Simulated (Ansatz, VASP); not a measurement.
# HfN: VASP beside Ansatz

The input INCAR:

```
SYSTEM = HfN
  ALGO = Normal
  EDIFF = 1E-7
  ENCUT = 520
  GGA = PE
  ISIF = 2
  ISMEAR = -1
  LASPH = .TRUE.
  LCHARG = .FALSE.
  LREAL = .FALSE.
  LWAVE = .FALSE.
  NBANDS = 14
  NELM = 100
  PREC = Accurate
  SIGMA = 0.05
```

Contents of KPOINTS:

```
k-points
0
G
  9 9 9
  0 0 0
```

Contents of POSCAR:

```
HfN
1.0
    0.0000000000      2.5029679880      2.5029679880
    2.5029679880      0.0000000000      2.5029679880
    2.5029679880      2.5029679880      0.0000000000
Hf N
1 1
Direct
    0.0000000000      0.0000000000      0.0000000000
    0.2500000000      0.2500000000      0.2500000000
```

Contents of input.yaml:

```yaml
crystal:
  lattice:
    - [0.0, 2.502967988, 2.502967988]
    - [2.502967988, 0.0, 2.502967988]
    - [2.502967988, 2.502967988, 0.0]
  atoms:
    - { symbol: Hf, position: [0.0, 0.0, 0.0] }
    - { symbol: "N", position: [0.25, 0.25, 0.25] }
hamiltonian:
  xc: pbe
  pseudopotentials: { kind: paw }
kpoints:
  mp_grid: { grid: [9, 9, 9] }
scf:
  occupations: { method: fermi_dirac, width: 0.05 }
output:
  forces: true
  stress: true
  eigenvalues: true
  write_density: true
  write_potential: true
  elf: true
  volumetric_format: npy
```

Change from the starting cell: volume scaled by 1.06.

Alike in both runs: task single point; functional PBE; k mesh 9 × 9 × 9; occupations fermi-dirac, width 0.05 eV; no spin polarisation.

|  | VASP | Ansatz |
| --- | --- | --- |
| version | VASP 6.6.1 | Ansatz 0.2.0 |
| potentials or method | VASP PAW PBE potentials, release 64 (Hf_pv, N) | Ansatz PAW |
| plane-wave cutoff (eV) | 520 | 420 |
| valence electrons in the cell | 15 | 31 |

```tsv
	VASP	Ansatz	Ansatz less VASP
gap on the k mesh at the Fermi level (eV)	none	none	-
pressure (GPa)	-10.3	-9.2	+1.08
```

A gap of «none» marks a metal or a gap that the smearing closes. The two sets of potentials don't hold the same shells in valence.

Caveats: the pressure holds a Pulay correction of +0.4 GPa for the finite cutoff (Ansatz). The runs have no spin-orbit coupling, so splittings on Hf are missing.
